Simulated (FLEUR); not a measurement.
# SnSe under changes of volume

One of the cells (27.271 Å³/atom); the others are scaled copies at fixed shape and fractional positions:

```xyz
2
Lattice="0.0000 3.0100 3.0100 3.0100 0.0000 3.0100 3.0100 3.0100 0.0000" Properties=species:S:1:pos:R:3 pbc="T T T"
Sn    0.0000    0.0000    0.0000
Se    3.0100    3.0100    3.0100
```

Measurements of this composition are mostly on another form, of space group No. 62.

- Program: FLEUR MaX-R8.1 (later development tree)
- Functional: PBEsol
- Potentials or basis: all-electron
- Basis: FLAPW
- Kmax: 4.1 1/bohr
- k mesh: 8 × 8 × 8
- Occupations: fermi-dirac, width 0.05 eV
- Spin: no spin polarisation

| volume (Å³/atom) | energy over the lowest point (meV/atom) | gap on the mesh (eV) |
| --- | --- | --- |
| 25.635 | 2.82 | 0.76 |
| 26.180 | 0.00 | 0.75 |
| 26.725 | 1.24 | 0.73 |
| 27.271 | 6.11 | 0.65 |
| 27.816 | 14.20 | 0.57 |
| 28.362 | 25.20 | 0.49 |
| 28.907 | ? | ? |

Problem. What does the run at 28.907 Å³/atom give?

Solution. Energy over the lowest point 38.85 meV/atom; gap on the mesh 0.41 eV.

Worked out: A Birch-Murnaghan fit of order 3 (a polynomial in V^(-2/3)) to the other rows has its minimum at 26.28 Å³/atom with B0 = V·E''(V) = 56 GPa and B' = 4.5. It gives 38.75 meV/atom at 28.907 Å³/atom, against the run's 38.85. A parabola through the other rows of the gap, of slope -6.57 eV per unit of ln V there, extrapolates to 0.37 eV, against the run's 0.41.

Energies are extrapolated to zero smearing.

Caveats: spin-orbit coupling is left out, which moves the levels of the heavy elements.

A mesh can miss the band edges.
